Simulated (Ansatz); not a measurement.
Method: DFT PBE, scalar-relativistic, plane waves, PAW (Ansatz). Settings of the last relaxation (8-atom cell): 420 eV, 4×4×8 k points, Gaussian smearing of 0.02 eV, no spin polarisation.

Formation energies are uncorrected and count from the elements' standard states at the same level.

Q: Propose a candidate for a tetragonal semiconductor that holds S and 1 more element, with a gap near 1.6 eV, a formation energy near −0.62 eV/atom and about 20 Å³ per atom, in a cell of 8 atoms.

A: ZnS, space group P4_12_12 (No. 92). Zn has 4 S at 2.37–2.41 Å; S has 4 Zn at 2.37–2.41 Å.

```yaml
crystal:
  lattice:
    - [6.60714, 0.00000, 0.00000]
    - [0.00000, 6.60714, 0.00000]
    - [0.00000, 0.00000, 3.64558]
  atoms:
    - { symbol: Zn, position: [0.66904, 0.66904, 0.50000] }
    - { symbol: Zn, position: [0.16904, 0.83096, 0.25000] }
    - { symbol: Zn, position: [0.33096, 0.33096, 0.00000] }
    - { symbol: Zn, position: [0.83096, 0.16904, 0.75000] }
    - { symbol: S, position: [0.83100, 0.83100, 0.00000] }
    - { symbol: S, position: [0.33100, 0.66900, 0.75000] }
    - { symbol: S, position: [0.16900, 0.16900, 0.50000] }
    - { symbol: S, position: [0.66900, 0.33100, 0.25000] }
```

| Quantity | Value |
| --- | --- |
| Volume per atom | 19.89 Å³ |
| Density | 4.07 g/cm³ |
| Formation energy | −0.617 eV/atom |
| Gap on the 4×4×8 mesh of the 8-atom cell | 1.59 eV |

The structure comes from a generated guess, relaxed at this level; another structure or a mixture of phases may lie lower. Other answers may fit too; this one was computed.

Kohn–Sham gaps at this level usually fall short of measured ones. The reference form of S is held partly by dispersion forces, which this level lacks. Symmetry constrained the relaxation, so the result can be a saddle point.
